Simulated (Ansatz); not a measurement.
**Ideal shear of a crystal plane in Si**

Method: Ansatz 0.2.0, DFT r2SCAN, scalar-relativistic, plane waves, PAW. Settings: plane waves to 500 eV, k-mesh 7×4×2 (Γ-centred), Gaussian smearing 0.05 eV. No spin polarisation. Energies are free energies at this smearing, counted from the undisturbed cell; pressure is positive in compression.

Reference structure (relaxed at this level; this form isn't the usual structure):

```
CELL_PARAMETERS angstrom
1.91595 -3.31853 0.00000
0.00000 0.00000 -6.34182
11.49573 6.63706 0.00000
ATOMIC_POSITIONS crystal
Si 0.50000 0.93691 0.83333
Si 0.00000 0.93691 0.08333
Si 0.50000 0.93691 0.33333
Si 0.00000 0.93691 0.58333
Si 0.00000 0.43691 0.91667
Si 0.50000 0.43691 0.16667
Si 0.00000 0.43691 0.41667
Si 0.50000 0.43691 0.66667
Si 0.50000 0.56309 0.83333
Si 0.00000 0.56309 0.08333
Si 0.50000 0.56309 0.33333
Si 0.00000 0.56309 0.58333
Si 0.00000 0.06309 0.91667
Si 0.50000 0.06309 0.16667
Si 0.00000 0.06309 0.41667
Si 0.50000 0.06309 0.66667
```

The cut lies on the cell's a–b face, a (1 0 0) plane (indices in the standard cell, whose axes needn't be the Cartesian ones shown) of area 24.30 Å², between layers 2.21 Å apart. Vector c is tilted by f times 1·a + 0·b (length 3.832 Å) with the atoms' Cartesian places fixed: one unrelaxed fault a cell. The traction is dγ/du, the slope of γ against the slip u in Å. Some rows repeat others by symmetry and weren't run.

| f | γ (mJ/m²) | traction (GPa) |
| --- | --- | --- |
| 0.0000 | 0 | 0.0 |
| 0.1000 | 117 | 6.2 |
| 0.2000 | 479 | 12.7 |
| 0.3000 | 1054 | 16.6 |
| 0.4000 | 1649 | 12.5 |
| 0.5000 | 1902 | -0.1 |
| 0.6000 | 1649 | -12.5 |
| 0.7000 | 1054 | -16.6 |
| 0.8000 | 479 | -12.7 |
| 0.9000 | 117 | -6.2 |

Read off the first barrier and the stress needed to climb it, and compare with Frenkel's sinusoid.

The first sampled maximum lies at f = 0.500, a slip of 1.92 Å, with γ ≈ 1902 mJ/m², which stands in for the unstable fault energy γ_us, and the steepest sampled slope before it is 16.6 GPa. A sinusoid γ = γ_us sin²(πu/λ) with its maximum there has λ = 3.83 Å and a largest slope πγ_us/λ = 15.6 GPa (1 mJ/m² per Å = 0.01 GPa).

Is there a metastable fault on this line?

Apart from points where γ returns to about zero, no local minimum shows among the samples, so at this sampling the line offers no fault for a dislocation to split on; a fault can still lie off the line.

The cut is rigid; relaxing the faces lowers these energies and usually the stresses.

The gap closes along the scan, which can put kinks into the curve.

Cost: 6 runs of about 1.8 core-minutes in all, on AMD EPYC 9R45 (Zen 5) (shared hosts).